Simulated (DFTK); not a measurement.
# Au in DFTK: convergence with cutoff

The system is Au.

```
Au
1.0
     2.71942    0.02024   -0.00190
     0.02024    2.73128    0.01514
    -0.00190    0.01514    2.79537
Au
1
Direct
  0.50000 0.50000 0.50000
```

The cell isn't the ideal one: cell strained at random.

* Program: DFTK 0.8.2
* Task: convergence study
* Functional: PBE
* Potentials or basis: dojo.nc.sr.pbe.v0_4_1.standard.upf (PBE)
* Cutoff: 354 eV
* k mesh: 4 × 4 × 4
* Occupations: fermi-dirac, width 0.05 eV
* Spin: no spin polarisation

These are the settings of the first run; the series varies cutoff, with any setting tied to it.

Hardware: 1 thread of AMD EPYC 9R45 96-Core Processor (Zen 5), with other jobs on the host.

Question: The values tried are 353.748 eV, 462.594 eV, 571.439 eV, 734.707 eV, 870.764 eV, 1034.03 eV, 1251.72 eV, 1496.63 eV, loosest first. From which on does the energy stay within 1 meV/atom of the tightest run that finished?

Answer: From 1034.03 eV on.

```
    cutoff  energy less the tightest run, at zero smearing (meV/atom)  pressure (GPa)  SCF cycles
353.748 eV                                                   17690.21         -361.05          10
462.594 eV                                                    5392.03         -141.39           9
571.439 eV                                                    1579.26          -56.93          10
734.707 eV                                                     174.71          -12.25          10
870.764 eV                                                      14.41           -3.42          10
1034.03 eV                                                       0.57           -2.05          10
1251.72 eV                                                       0.17           -2.04          10
1496.63 eV                                                       0.00           -2.04          10
```

Against the tightest run, the pressure stays within 0.1 GPa from 1034.03 eV on. The tightest run that finished is the yardstick and may itself not be fully converged.

Caveat, for the tightest run too: the k mesh is coarse (spacing up to 0.58 Å⁻¹), so the values aren't converged. Spin-orbit coupling is left out, which matters for the levels of Au.
